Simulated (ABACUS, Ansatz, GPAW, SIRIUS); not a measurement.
Cost and result for the equilibrium volume of CuI

Space group F-43m (No. 216). a = 6.063 Å, b = 6.063 Å, c = 6.063 Å, α = 90.00°, β = 90.00°, γ = 90.00°
```tsv
atom	site	symmetry	x	y	z
I	4a	-43m	0.0000	0.0000	0.0000
Cu	4c	-43m	0.2500	0.2500	0.2500
```

| rung | level | program and potentials | cutoff (eV) | k mesh | smearing | task | core time | chip | equilibrium volume (Å³/atom) | miss | notes |
| --- | --- | --- | --- | --- | --- | --- | --- | --- | --- | --- | --- |
| GGA + dispersion | PBEsol+D4 | Ansatz, all-electron LAPW, scalar-relativistic | - | 8 × 8 × 8 | fermi-dirac 0.05 | relaxation of cell and atoms | 47 s | Arm Neoverse V1 | 25.56 | -7.8 % | - |
| GGA | RPBE | Ansatz, all-electron LAPW, scalar-relativistic | - | 8 × 8 × 8 | fermi-dirac 0.05 | relaxation of cell and atoms | 49 s | Arm Neoverse V1 | 29.69 | +7.1 % | - |
| GGA | PBEsol | GPAW, PAW data sets generated for this functional | 600 | 6 × 6 × 6 | fermi-dirac 0.05 | equation of state | 62 s | Arm Neoverse V2 | 26.69 | -3.7 % | this data set often lies off other programs; far from this level's other runs, on another mesh |
| GGA + dispersion | revPBE+D3(BJ) | Ansatz, all-electron LAPW, scalar-relativistic | - | 8 × 8 × 8 | fermi-dirac 0.05 | relaxation of cell and atoms | 75 s | Intel Xeon Skylake/Cascade Lake | 26.15 | -5.6 % | - |
| GGA | RPBE | ABACUS, GBRV ultrasoft 1.5 PBE, plane waves | 544 | 6 × 6 × 6 | fermi-dirac 0.05 | relaxation of cell and atoms | 2.3 min | Intel Xeon 6975P-C Granite Rapids | (a) | ? | potentials made for PBE |
| LDA | LDA | ABACUS, GBRV ultrasoft 1.5 LDA, plane waves | 544 | 6 × 6 × 6 | fermi-dirac 0.05 | relaxation of cell and atoms | 4.9 min | Intel Xeon Platinum 8375C Ice Lake | 25.18 | -9.1 % | - |
| GGA | PBEsol | ABACUS, PseudoDojo NC SR 0.4 PBEsol stringent, plane waves | 1429 | 6 × 6 × 6 | fermi-dirac 0.05 | equation of state | 5.1 min | AMD EPYC 7R43 Zen 3 | 26.34 | -4.9 % | fit through 4 volumes |
| GGA | PBE | ABACUS, GBRV ultrasoft 1.5 PBE, plane waves | 544 | 6 × 6 × 6 | fermi-dirac 0.05 | equation of state | 6.5 min | Intel Xeon Platinum 8488C Sapphire Rapids | 28.12 | +1.5 % | fit through 4 volumes |
| GGA | PBEsol | ABACUS, PseudoDojo NC SR 0.4.1 PBEsol standard, plane waves | 1252 | 8 × 8 × 8 | fermi-dirac 0.05 | equation of state | 10 min | Intel Xeon Platinum 8259CL Skylake/Cascade Lake | 26.34 | -4.9 % | - |
| GGA | PBEsol | SIRIUS, PseudoDojo 0.4.1 PBEsol standard (scalar relativistic) | 1254 | 8 × 8 × 8 | fermi-dirac 0.05 | equation of state | 17 min | Arm Neoverse N1 | (b) | ? | - |

Times are single runs on shared hosts and different chips, so they are rough; meshes, cutoffs and the tasks' sizes weigh on the time. All rows: no spin polarisation. Smearing widths are in eV. Meshes differ between rows, which moves values too. Meshes are those of the run's cell of 2 atoms unless a note names another. Relaxations start from the cell shown or near it and stop with a little pressure left. The cell shown, of 27.86 Å³ an atom, is the runs' start and not the measured value. Misses use the values as printed. Runs on faulty files, with rough fits or with known faults for this quantity aren't shown. No row holds spin-orbit coupling.

Measured: 27.71 Å³/atom at 300 K (a printed reference work). The runs are for a static lattice.

**Question.** Estimate the values left out from the other rows.

**Answer.** (a) 29.55 Å³/atom, miss +6.6 %; (b) 26.33 Å³/atom, miss -5.0 %.
